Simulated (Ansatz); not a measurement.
## Al₂O₃ — ¹⁷O NMR of the central transition

Cell: a Materials Project structure (computed, not necessarily an observed phase), taken as it stands.

```cif
data_Al2O3
_symmetry_space_group_name_H-M 'P-31c'
_symmetry_Int_Tables_number 163
_cell_length_a 4.7931
_cell_length_b 4.7931
_cell_length_c 8.9666
_cell_angle_alpha 90.000
_cell_angle_beta 90.000
_cell_angle_gamma 120.000
loop_
_atom_site_label
_atom_site_type_symbol
_atom_site_symmetry_multiplicity
_atom_site_Wyckoff_symbol
_atom_site_fract_x
_atom_site_fract_y
_atom_site_fract_z
Al1 Al 4 f 0.3333 0.6667 0.9628
Al2 Al 2 c 0.3333 0.6667 0.2500
Al3 Al 2 b 0.0000 0.0000 0.0000
O O 12 i 0.0318 0.6766 0.1120
```

One atom of each set is listed.

All values are calculated (Ansatz; DFT, PBE, plane waves and PAW, scalar-relativistic, 420 eV cutoff, Γ-centred 6×6×3 k-points, Fermi–Dirac smearing 0.02 eV), not measured.

¹⁷O has I = 5/2 and Q = -25.58 mb (Pyykkö 2018); at 35.2 T its Larmor frequency is ν₀ = 203.3 MHz. Only the quadrupole interaction is simulated: positions count from each site's isotropic chemical shift, and J coupling is left out, as are shift anisotropy and dipolar coupling, which fast spinning averages.

Question: Simulate the second-order pattern (fast magic-angle spinning, Gaussian broadening 0.01 kHz) of site O (4 Al at 1.83–1.99 Å; also 1 Al at 3.17 Å).

Answer: The calculation gives C_Q = 1.97 MHz and η = 0.74, so ν_Q = 0.296 MHz and the centre of gravity lies at -0.669 ppm (-0.136 kHz).

offset (kHz), height and a bar:
```
  -0.3288          0 
  -0.3139          4 #
  -0.2990          8 ##
  -0.2840         11 ###
  -0.2691         21 ######
  -0.2542         23 #######
  -0.2393         24 #######
  -0.2243         26 ########
  -0.2094         29 #########
  -0.1945         33 ##########
  -0.1796         46 ##############
  -0.1646        100 ##############################
  -0.1497         82 #########################
  -0.1348         83 #########################
  -0.1199         85 ##########################
  -0.1049         62 ###################
  -0.0900         51 ###############
  -0.0751         45 ##############
  -0.0602         41 ############
  -0.0453         37 ###########
  -0.0303         35 ##########
  -0.0154         32 ##########
  -0.0005         11 ###
   0.0144          0
```

At this cell the PBE pressure is 8 GPa, so with PBE the cell would grow if it were relaxed. The entry's cell may itself be off. The largest force is 0.3 eV/Å, so the atoms aren't at the calculated equilibrium and relaxing them would move these values.

The run took 22 s of wall time (22 s of CPU time) and 0.49 GiB at its peak, on 1 thread of Arm Neoverse V1 (aarch64; 28 cores open to the job, memory cap 2.5 GiB, no GPU), a shared host with a load of 0.9 a core.
